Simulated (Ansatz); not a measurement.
# LaIn15O24: the cost of one run

Computed with Ansatz 0.2.0 (DFT, PBE, plane-wave PAW, default files, scalar-relativistic, as far as a step names no other, unless a step's input says otherwise).

### 1 The starting structure

It takes space group R3 (No. 146, trigonal). The conventional cell has a = 10.974 Å, b = 10.974 Å, c = 14.510 Å, α = 90.00°, β = 90.00°, γ = 120.00°. La (site symmetry 3) has 6 O at 2.12 to 2.26 Å as nearest neighbours. In (site symmetry 1) is surrounded by 6 O at 2.12 to 2.26 Å. Around In (site symmetry 3) lie 6 O at 2.12 to 2.26 Å. Only part of the 16 independent sites is listed.

As a file:

```xyz
40
Lattice="-5.4870 -3.1679 4.8367 5.4870 -3.1679 4.8367 0.0000 6.3358 4.8367" Properties=species:S:1:pos:R:3 pbc="T T T"
La    0.0000    0.0000    5.1846
In    0.0000   -3.1679   10.0212
In   -2.7435    1.5840   10.0212
In    2.7435    1.5840   10.0212
In    0.0000    0.0000    2.0704
In    0.0000   -3.1679    6.9071
In   -2.7435    1.5840    6.9071
In    2.7435    1.5840    6.9071
In    0.0000    0.0000    9.3254
In    0.0000    3.1679    4.4888
In    2.7435   -1.5840    4.4888
In   -2.7435   -1.5840    4.4888
In    0.0000    0.0000   12.4396
In    0.0000    3.1679    7.6029
In    2.7435   -1.5840    7.6029
In   -2.7435   -1.5840    7.6029
O    -1.1084    1.5840    8.4642
O     4.3786    1.5840    8.4642
O     1.6351    0.0000    3.6275
O     1.6351   -3.1679    8.4642
O    -0.8176   -1.7519    8.4642
O    -0.8176    1.4161    3.6275
O     1.9259    3.0000    8.4642
O    -3.5611    3.0000    8.4642
O     1.9259    0.1679    8.4642
O    -3.5611    0.1679    8.4642
O    -0.8176   -4.5840    8.4642
O    -0.8176   -1.4161    3.6275
O     1.1084   -1.5840    6.0458
O    -4.3786   -1.5840    6.0458
O    -1.6351    0.0000   10.8825
O    -1.6351    3.1679    6.0458
O     0.8176    1.7519    6.0458
O     0.8176   -1.4161   10.8825
O    -1.9259   -3.0000    6.0458
O     3.5611   -3.0000    6.0458
O    -1.9259   -0.1679    6.0458
O     3.5611   -0.1679    6.0458
O     0.8176    4.5840    6.0458
O     0.8176    1.4161   10.8825
```

Atom 1 of the input is the impurity.

### 2 Gradients at the starting positions

Input file input.yaml:

```yaml
crystal:
  lattice:
    - [-5.487, -3.167920927, 4.8366666667]
    - [5.487, -3.167920927, 4.8366666667]
    - [0.0, 6.335841854, 4.8366666667]
  atoms:
    - { symbol: La, position: [0.35731, 0.35731, 0.35731] }
    - { symbol: In, position: [0.85731, 0.85731, 0.35731] }
    - { symbol: In, position: [0.85731, 0.35731, 0.85731] }
    - { symbol: In, position: [0.35731, 0.85731, 0.85731] }
    - { symbol: In, position: [0.14269, 0.14269, 0.14269] }
    - { symbol: In, position: [0.64269, 0.64269, 0.14269] }
    - { symbol: In, position: [0.64269, 0.14269, 0.64269] }
    - { symbol: In, position: [0.14269, 0.64269, 0.64269] }
    - { symbol: In, position: [0.64269, 0.64269, 0.64269] }
    - { symbol: In, position: [0.14269, 0.14269, 0.64269] }
    - { symbol: In, position: [0.14269, 0.64269, 0.14269] }
    - { symbol: In, position: [0.64269, 0.14269, 0.14269] }
    - { symbol: In, position: [0.85731, 0.85731, 0.85731] }
    - { symbol: In, position: [0.35731, 0.35731, 0.85731] }
    - { symbol: In, position: [0.35731, 0.85731, 0.35731] }
    - { symbol: In, position: [0.85731, 0.35731, 0.35731] }
    - { symbol: O, position: [0.601, 0.399, 0.75] }
    - { symbol: O, position: [0.101, 0.899, 0.75] }
    - { symbol: O, position: [0.101, 0.399, 0.25] }
    - { symbol: O, position: [0.601, 0.899, 0.25] }
    - { symbol: O, position: [0.75, 0.601, 0.399] }
    - { symbol: O, position: [0.25, 0.101, 0.399] }
    - { symbol: O, position: [0.25, 0.601, 0.899] }
    - { symbol: O, position: [0.75, 0.101, 0.899] }
    - { symbol: O, position: [0.399, 0.75, 0.601] }
    - { symbol: O, position: [0.899, 0.25, 0.601] }
    - { symbol: O, position: [0.899, 0.75, 0.101] }
    - { symbol: O, position: [0.399, 0.25, 0.101] }
    - { symbol: O, position: [0.399, 0.601, 0.25] }
    - { symbol: O, position: [0.899, 0.101, 0.25] }
    - { symbol: O, position: [0.899, 0.601, 0.75] }
    - { symbol: O, position: [0.399, 0.101, 0.75] }
    - { symbol: O, position: [0.25, 0.399, 0.601] }
    - { symbol: O, position: [0.75, 0.899, 0.601] }
    - { symbol: O, position: [0.75, 0.399, 0.101] }
    - { symbol: O, position: [0.25, 0.899, 0.101] }
    - { symbol: O, position: [0.601, 0.25, 0.399] }
    - { symbol: O, position: [0.101, 0.75, 0.399] }
    - { symbol: O, position: [0.101, 0.25, 0.899] }
    - { symbol: O, position: [0.601, 0.75, 0.899] }
kpoints:
  mp_grid: { grid: [3, 3, 3] }
scf:
  occupations: { method: fermi_dirac, width: 0.01 }
hamiltonian:
  xc: pbe
  pseudopotentials: { kind: paw }
output:
  forces: true
  stress: true
  populations: true
  efg:
    quadrupole_moments_barn: { La: 0.206, In: 0.772, O: -0.02558 }
    contact_densities: true
```

On the command line:

```bash
ansatz run input.yaml --threads 1 --pin off --max-ram 3072MiB --backend cpu --events-out ev --progress --plain --runs-dir out
```

Q: Estimate wall time and peak memory on 1 thread of Intel Xeon Platinum 8259CL at 2.50GHz (Skylake/Cascade Lake), shared host.

About 2.8 min, with a peak of 1.3 GiB.
